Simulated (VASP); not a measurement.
# BAs (F-43m) in VASP: notebook

The runs below take BAs through relaxation of cell and atoms, with PBE.

All numbers are computed with VASP 6.6.1; they aren't measurements. Logs are shortened: lines on timing, memory, paths and dates and some standing lists are left out, and cuts for length are marked.

**1. The structure**

Symmetry: F-43m, No. 216, cubic system. The conventional cell has a = 4.777 Å, b = 4.777 Å, c = 4.777 Å, α = 90.00°, β = 90.00°, γ = 90.00°. B (site symmetry -43m) is surrounded by 4 As at 2.07 Å. As (site symmetry -43m) is surrounded by 4 B at 2.07 Å.

**2. Relaxation of cell and atoms, PBE**

Contents of INCAR:

```
PREC = Accurate ; ENCUT = 520
EDIFF = 1E-7 ; ISMEAR = 0
SIGMA = 0.02 ; LREAL = False
LASPH = True ; NELM = 60
ALGO = Normal ; ISIF = 3
LWAVE = False ; LCHARG = False
GGA = PE ; IBRION = 2
NSW = 80 ; EDIFFG = -0.002
KPAR = 4
```

Contents of KPOINTS:

```
regular mesh
0
Gamma
  12 12 12
```

Contents of POSCAR:

```
BAs
1.0
    0.0000000000      2.3885000000      2.3885000000
    2.3885000000      0.0000000000      2.3885000000
    2.3885000000      2.3885000000      0.0000000000
B As
1 1
Direct
    0.0000000000      0.0000000000      0.0000000000
    0.2500000000      0.2500000000      0.2500000000
```

Potentials or basis: VASP PAW PBE potentials, release 64 (B, As).

Started as:

```sh
$ cat potpaw_PBE.64/B/POTCAR potpaw_PBE.64/As/POTCAR > POTCAR
$ mpirun -np 4 vasp_std > vasp.out
```

OUTCAR:

```text
PREC = Accurate
   ENCUT = 520
   EDIFF = 1E-7
   ISMEAR = 0
   LREAL = False
   LASPH = True
   NELM = 60
   ISIF = 3
   GGA = PE
   IBRION = 2
   NSW = 80
   EDIFFG = -0.002

 ion  position               nearest neighbor table
   1  0.000  0.000  0.000-   2 2.07   2 2.07   2 2.07   2 2.07
   2  0.250  0.250  0.250-   1 2.07   1 2.07   1 2.07   1 2.07

  LATTYP: Found a face centered cubic cell.
 ALAT       =     4.7770000000

  Lattice vectors:

 A1 = (   0.0000000000,   2.3885000000,   2.3885000000)
 A2 = (   2.3885000000,   0.0000000000,   2.3885000000)
 A3 = (   2.3885000000,   2.3885000000,   0.0000000000)

Analysis of symmetry for initial positions (statically):
=====================================================================
 Subroutine PRICEL returns:
 Original cell was already a primitive cell.

 Routine SETGRP: Setting up the symmetry group for a
 face centered cubic supercell.

 Subroutine GETGRP returns: Found 24 space group operations
 (whereof 24 operations were pure point group operations)
 out of a pool of 48 trial point group operations.

The static configuration has the point symmetry T_d .

Analysis of symmetry for dynamics (positions and initial velocities):
=====================================================================
 Subroutine PRICEL returns:
 Original cell was already a primitive cell.

 Routine SETGRP: Setting up the symmetry group for a
 face centered cubic supercell.

 Subroutine GETGRP returns: Found 24 space group operations
 (whereof 24 operations were pure point group operations)
 out of a pool of 48 trial point group operations.

The dynamic configuration has the point symmetry T_d .

 Subroutine INISYM returns: Found 24 space group operations
 (whereof 24 operations are pure point group operations),
 and found     1 'primitive' translations

----------------------------------------------------------------------------------------

                                     Primitive cell

  volume of cell :      27.2525

  direct lattice vectors                    reciprocal lattice vectors
     0.000000000  2.388500000  2.388500000    -0.209336404  0.209336404  0.209336404
     2.388500000  0.000000000  2.388500000     0.209336404 -0.209336404  0.209336404
     2.388500000  2.388500000  0.000000000     0.209336404  0.209336404 -0.209336404

  length of vectors
     3.377849094  3.377849094  3.377849094     0.362581287  0.362581287  0.362581287

  position of ions in fractional coordinates (direct lattice)
     0.000000000  0.000000000  0.000000000
     0.250000000  0.250000000  0.250000000

  ion indices of the primitive-cell ions
   primitive index   ion index
                 1           1
                 2           2

----------------------------------------------------------------------------------------

 KPOINTS: regular mesh

Automatic generation of k-mesh.
 Grid dimensions read from file:
 generate k-points for:   12   12   12

 Generating k-lattice:

  Cartesian coordinates                     Fractional coordinates (reciprocal lattice)
    -0.017444700  0.017444700  0.017444700     0.083333333  0.000000000  0.000000000
     0.017444700 -0.017444700  0.017444700     0.000000000  0.083333333  0.000000000
     0.017444700  0.017444700 -0.017444700     0.000000000  0.000000000  0.083333333

  Length of vectors
     0.030215107  0.030215107  0.030215107

  Shift w.r.t. Gamma in fractional coordinates (k-lattice)
     0.000000000  0.000000000  0.000000000

 Subroutine IBZKPT returns following result:
 ===========================================

 Found     72 irreducible k-points:

 Following reciprocal coordinates:
            Coordinates               Weight
  0.000000  0.000000  0.000000      1.000000
  0.083333  0.000000  0.000000      8.000000
  0.166667  0.000000  0.000000      8.000000
  0.250000  0.000000  0.000000      8.000000
  0.333333  0.000000  0.000000      8.000000
  0.416667  0.000000  0.000000      8.000000
[... 16 lines left out ...]
  0.500000  0.166667  0.000000     24.000000
 -0.416667  0.166667  0.000000     24.000000
 [... further k-points ...]
   k-points           NKPTS =     72   k-points in BZ     NKDIM =     72   number of bands    NBANDS=      8
   number of dos      NEDOS =    301   number of ions     NIONS =      2
   total plane-waves  NPLWV =  21952
   dimension x,y,z NGX =    28 NGY =   28 NGZ =   28
   dimension x,y,z NGXF=    56 NGYF=   56 NGZF=   56
   ions per type =               1   1
   NGX,Y,Z   is equivalent  to a cutoff of  13.78, 13.78, 13.78 a.u.
   NGXF,Y,Z  is equivalent  to a cutoff of  27.56, 27.56, 27.56 a.u.
 SYSTEM =  unknown system
   PREC   = accura    normal or accurate (medium, high low for compatibility)
   ISTART =      0    job   : 0-new  1-cont  2-samecut
   ICHARG =      2    charge: 1-file 2-atom 10-const
   ISPIN  =      1    spin polarized calculation?
   LNONCOLLINEAR =      F non collinear calculations
   LSORBIT =      F    spin-orbit coupling
   LASPH  =      T    aspherical Exc in radial PAW
   ENCUT  =  520.0 eV  38.22 Ry    6.18 a.u.   6.28  6.28  6.28*2*pi/ulx,y,z
   NELM   =     60;   NELMIN=  2; NELMDL= -5     # of ELM steps
   EDIFF  = 0.1E-06   stopping-criterion for ELM
   LREAL  =      F    real-space projection
   EDIFFG = -.2E-02   stopping-criterion for IOM
   NSW    =     80    number of steps for IOM
   IBRION =      2    ionic relax: 0-MD 1-quasi-New 2-CG
   NFREE  =      1    steps in history (QN), initial steepest desc. (CG)
   ISIF   =      3    stress and relaxation
   ISYM   =      2    0-nonsym 1-usesym 2-fastsym
   POTIM  = 0.5000    time-step for ionic-motion
   TEBEG  =    0.0;   TEEND  =   0.0 temperature during run
   PSTRESS=    0.0 pullay stress
   NELECT =       8.0000    total number of electrons
   NUPDOWN=      -1.0000    fix difference up-down
   EMIN   =  10.00;   EMAX   =-10.00  energy-range for DOS
   EFERMI =   0.00;   METHOD = LEGACY
   ISMEAR =     0;   SIGMA  =   0.02  broadening in eV -4-tet -1-fermi 0-gaus
   EFERMI_NEDOS =   21; number of points for ismear=-14 and -15
   IALGO  =     38    algorithm
   IMIX   =      4    mixing-type and parameters
     AMIX     =   0.40;   BMIX     =  1.00
     AMIX_MAG =   1.60;   BMIX_MAG =  1.00
  volume/ion in A,a.u.               =      13.63        91.95
  Fermi-wavevector in a.u.,A,eV,Ry     =   1.088018  2.056057 16.106360  1.183784
  Thomas-Fermi vector in A             =   2.224191
   LORBIT       =      0    0 simple, 1 ext, 2 COOP (PROOUT), +10 PAW based schemes
   GGA     = PE    functional components
   LHFCALC =     F    Hartree Fock is set to
   AEXX    =    0.0000 exact exchange contribution
   IVDW    =     0    specifies the selected vdW correction
   LEPSILON=     F    determine dielectric tensor
   LRPA    =     F    only Hartree local field effects (RPA)
 conjugate gradient relaxation of ions
 non-spin polarized calculation
 Gauss-broadening in eV      SIGMA  =   0.02
  energy-cutoff  :      520.00
  volume of cell :       27.25
 maximum number of plane-waves:       754
 NGX is ok and might be reduce to    28
   NGX = 13   NGY = 13   NGZ = 13

--------------------------------------- Ionic step        1  -------------------------------------------

 number of electron       8.0000000 magnetization

 Free energy of the ion-electron system (eV)
  ---------------------------------------------------
  ext. energy  EPLUGINS =         0.00000000
  ---------------------------------------------------
  free energy    TOTEN  =       -11.40672997 eV

  energy without entropy =      -11.40672997  energy(sigma->0) =      -11.40672997

------------------------ aborting loop because EDIFF is reached ----------------------------------------

  FORCE on cell =-STRESS in cart. coord.  units (eV):
  Direction    XX          YY          ZZ          XY          YZ          ZX
  --------------------------------------------------------------------------------------
  -------------------------------------------------------------------------------------
  Total        0.5837193      0.5837193      0.5837193     -0.0000000     -0.0000000      0.0000000
  in kB       34.3169699     34.3169699     34.3169699     -0.0000000     -0.0000000      0.0000000
  external PRESSURE =      34.3169699 kB  Pullay stress =       0.0000000 kB
[... 57 lines left out ...]
  energy  without entropy=      -11.4104635079  energy(sigma->0) =      -11.41046351

--------------------------------------- Ionic step        3  -------------------------------------------

 number of electron       8.0000000 magnetization

 Free energy of the ion-electron system (eV)
  ---------------------------------------------------
  ext. energy  EPLUGINS =         0.00000000
  ---------------------------------------------------
  free energy    TOTEN  =       -11.41385089 eV

  energy without entropy =      -11.41385089  energy(sigma->0) =      -11.41385089

 E-fermi :   5.9587     XC(G=0): -10.4777

 val. band max:        5.8565727077   @ k =   0.0000   0.0000   0.0000
 cond. band min:       7.0656687240   @ k =   0.4167   0.4167   0.0000
 fundamental gap:      1.2090960163
 Fermi energy:         5.9586572950

 k-point     1 :       0.0000    0.0000    0.0000
  band No.  band energies     occupation
      1      -9.3218      2.00000
      2       5.8566      2.00000
      3       5.8566      2.00000
      4       5.8566      2.00000
      5       9.1025      0.00000
      6       9.1025      0.00000
      7       9.1025      0.00000
      8      10.2317      0.00000
[... 243 lines left out ...]
 k-point    24 :      -0.4167    0.1667    0.0000
  band No.  band energies     occupation
      1      -6.2489      2.00000
      2      -2.3796      2.00000
      3       1.9810      2.00000
      4       3.5717      2.00000
      5       9.0408      0.00000
      6      11.2942      0.00000
      7      11.8332      0.00000
      8      14.9377      0.00000

 [... further k-points ...]
[... 5 lines left out ...]
  --------------------------------------------------------------------------------------
  -------------------------------------------------------------------------------------
  Total        0.0013005      0.0013005      0.0013005     -0.0000000      0.0000000     -0.0000000
  in kB        0.0745934      0.0745934      0.0745934     -0.0000000      0.0000000     -0.0000000
  external PRESSURE =       0.0745934 kB  Pullay stress =       0.0000000 kB
[... 17 lines left out ...]
  FREE ENERGIE OF THE ION-ELECTRON SYSTEM (eV)
  ---------------------------------------------------
  free  energy   TOTEN  =       -11.4138508904 eV

  energy  without entropy=      -11.4138508904  energy(sigma->0) =      -11.41385089

 reached required accuracy - stopping structural energy minimisation
```

Wall time 16 s (4 MPI ranks of Intel Xeon Platinum 8488C (Sapphire Rapids), shared host); peak memory 0.16 GiB.

What came out:

```yaml
Free_energy: -11.4139 eV
Relaxed_volume: 13.97 Å³/atom
Relaxed_cell: a = 3.406 Å, b = 3.406 Å, c = 3.406 Å, α = 60.00°, β = 60.00°, γ = 60.00°
Space_group_after_relaxing_to_0.05_Å: F-43m (No. 216)
Energy_gained_by_relaxing: 3.6 meV/atom
Ionic_steps: 3
Pressure_after_relaxing: 0.0 GPa
Band_gap_on_the_k_mesh: 1.21 eV, indirect (least direct gap 3.25 eV)
```

The path:
```tsv
step	energy change (eV)	largest force (eV/Å)	pressure (GPa)	volume (Å³)
1	0.0000	0.0000	3.43	27.25
2	-0.0037	0.0000	-2.19	28.42
3	-0.0071	0.0000	0.01	27.93
```

Final structure:
```
B As
1.0
     0.00000    2.40823    2.40823
     2.40823    0.00000    2.40823
     2.40823    2.40823    0.00000
B As
1 1
Direct
  0.00000 0.00000 0.00000
  0.25000 0.25000 0.25000
```

**3. Relaxation of cell and atoms, PBE**

This run uses another cell than the first one, of 13.97 Å³/atom, 1.025 times its volume.

INCAR is that of step 2.

KPOINTS is that of step 2.

Contents of POSCAR:

```
BAs                                     
1.0
   -0.0000000000      2.4082271941      2.4082271941
    2.4082271941     -0.0000000000      2.4082271941
    2.4082271941      2.4082271941      0.0000000000
  B               As            
     1     1
Direct
     0.0000000000000000    0.0000000000000000    0.0000000000000000
     0.2500000000000000    0.2500000000000000    0.2500000000000000
```

Potentials or basis: VASP PAW PBE potentials, release 64 (B, As).

Started as:

```sh
$ cat potpaw_PBE.64/B/POTCAR potpaw_PBE.64/As/POTCAR > POTCAR
$ mpirun -np 4 vasp_std > vasp.out
```

OUTCAR:

```text
PREC = Accurate
   ENCUT = 520
   EDIFF = 1E-7
   ISMEAR = 0
   LREAL = False
   LASPH = True
   NELM = 60
   ISIF = 3
   GGA = PE
   IBRION = 2
   NSW = 80
   EDIFFG = -0.002

 ion  position               nearest neighbor table
   1  0.000  0.000  0.000-   2 2.09   2 2.09   2 2.09   2 2.09
   2  0.250  0.250  0.250-   1 2.09   1 2.09   1 2.09   1 2.09

  LATTYP: Found a face centered cubic cell.
 ALAT       =     4.8164543882

  Lattice vectors:

[... 446 lines left out ...]
      4       3.5715      2.00000
      5       9.0407      0.00000
      6      11.2940      0.00000
      7      11.8331      0.00000
      8      14.9376      0.00000

 [... further k-points ...]
[... 5 lines left out ...]
  --------------------------------------------------------------------------------------
  -------------------------------------------------------------------------------------
  Total        0.0008625      0.0008625      0.0008625     -0.0000000     -0.0000000     -0.0000000
  in kB        0.0494722      0.0494722      0.0494722     -0.0000000     -0.0000000     -0.0000000
  external PRESSURE =       0.0494722 kB  Pullay stress =       0.0000000 kB

 VOLUME and BASIS-vectors are now :
 -----------------------------------------------------------------------------
  energy-cutoff  :      520.00
  volume of cell :       27.93
      direct lattice vectors                 reciprocal lattice vectors
     0.000000000  2.408227194  2.408227194    -0.207621607  0.207621607  0.207621607
     2.408227194  0.000000000  2.408227194     0.207621607 -0.207621607  0.207621607
     2.408227194  2.408227194  0.000000000     0.207621607  0.207621607 -0.207621607

 POSITION                                       TOTAL-FORCE (eV/Angst)
 -----------------------------------------------------------------------------------
      0.00000      0.00000      0.00000        -0.000000     -0.000000     -0.000000
      1.20411      1.20411      1.20411         0.000000      0.000000      0.000000
 -----------------------------------------------------------------------------------
    total drift:                               -0.000000     -0.000000     -0.000000

  FREE ENERGIE OF THE ION-ELECTRON SYSTEM (eV)
  ---------------------------------------------------
  free  energy   TOTEN  =       -11.4140104910 eV

  energy  without entropy=      -11.4140104910  energy(sigma->0) =      -11.41401049

 reached required accuracy - stopping structural energy minimisation
```

OSZICAR:

```text
N       E                     dE             d eps       ncg     rms          rms(c)
DAV:   1     0.130117767659E+02    0.13012E+02   -0.38964E+03  1152   0.879E+02
DAV:   2    -0.116549490379E+02   -0.24667E+02   -0.23692E+02  1720   0.105E+02
DAV:   3    -0.120058111883E+02   -0.35086E+00   -0.35086E+00  1368   0.170E+01
DAV:   4    -0.120063222760E+02   -0.51109E-03   -0.51109E-03  1688   0.697E-01
DAV:   5    -0.120063224096E+02   -0.13360E-06   -0.13345E-06  1336   0.921E-03    0.476E+00
DAV:   6    -0.114741182422E+02    0.53220E+00   -0.17532E+00  1200   0.677E+00    0.236E+00
DAV:   7    -0.114201587819E+02    0.53959E-01   -0.18733E-01  1648   0.263E+00    0.937E-01
DAV:   8    -0.114134966529E+02    0.66621E-02   -0.21273E-02  1248   0.102E+00    0.112E-01
DAV:   9    -0.114138195262E+02   -0.32287E-03   -0.60795E-04  1472   0.197E-01    0.631E-02
DAV:  10    -0.114140051106E+02   -0.18558E-03   -0.29782E-04  1376   0.127E-01    0.161E-02
DAV:  11    -0.114140107810E+02   -0.56704E-05   -0.11655E-05  1736   0.266E-02    0.131E-02
DAV:  12    -0.114140104770E+02    0.30404E-06   -0.24955E-06  1200   0.112E-02    0.219E-03
DAV:  13    -0.114140104910E+02   -0.13977E-07   -0.74489E-08  1120   0.222E-03
   1 F= -.11414010E+02 E0= -.11414010E+02  d E =-.114140E+02
```

CONTCAR:

```text
BAs
   1.00000000000000
     0.0000000000000000    2.4082271941000002    2.4082271941000002
     2.4082271941000002    0.0000000000000000    2.4082271941000002
     2.4082271941000002    2.4082271941000002    0.0000000000000000
  B               As
     1     1
Direct
     0.0000000000000000    0.0000000000000000    0.0000000000000000
     0.2500000000000000    0.2500000000000000    0.2500000000000000

  0.00000000E+00  0.00000000E+00  0.00000000E+00
  0.00000000E+00  0.00000000E+00  0.00000000E+00
```

It took 10 s on 4 MPI ranks of Intel Xeon Platinum 8488C (Sapphire Rapids), shared host; peak memory 0.15 GiB.

What came out:

| Item | Value |
| --- | --- |
| Free energy | -11.4140 eV |
| Pressure after relaxing | 0.0 GPa |
| Band gap on the k mesh | 1.21 eV, indirect (least direct gap 3.25 eV) |

Final structure:
```xyz
2
Lattice="0.0000 2.4082 2.4082 2.4082 0.0000 2.4082 2.4082 2.4082 0.0000" Properties=species:S:1:pos:R:3 pbc="T T T"
B     0.0000    0.0000    0.0000
As    1.2041    1.2041    1.2041
```

Caveat: the relaxation stopped at its first step, so nothing moved. A k mesh can miss the band edges.
